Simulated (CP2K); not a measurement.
Crystal: ZrO2.

```xyz
3
Lattice="3.5993 0.0000 0.0000 1.7996 3.1171 0.0000 1.7996 1.0390 2.9388" Properties=species:S:1:pos:R:3 pbc="T T T"
Zr    0.0000    0.0000    0.0000
O     5.3989    3.1171    2.2041
O     1.7996    1.0390    0.7347
```

Measurements of this composition are mostly on another form, of space group No. 14.

Base run:

* Program: CP2K 2026.2
* Functional: optB88-vdW
* Potentials or basis: POTENTIAL_UZH Zr GTH-PBE-q12, O GTH-PBE-q6; TZVP-MOLOPT-PBE-GTH basis
* Density cutoff: 11565 eV
* k mesh: 9 × 9 × 9
* Occupations: fermi-dirac, width 0.05 eV
* Spin: no spin polarisation

Its results: band gap on the k mesh 3.50 eV, indirect (least direct gap 3.97 eV); pressure 5.0 GPa.

The run is repeated on the same cell with these changes: functional from optB88-vdW to BEEF-vdW. What comes out?

Band gap on the k mesh 3.55 eV, indirect (least direct gap 4.01 eV); pressure 7.4 GPa.

Caveats: the potentials were made for another functional, which shifts forces and pressure; an odd mesh through Γ misses points on the zone boundary, where band edges often lie; the basis of atomic orbitals isn't converged, which shifts pressures, moduli and gaps.
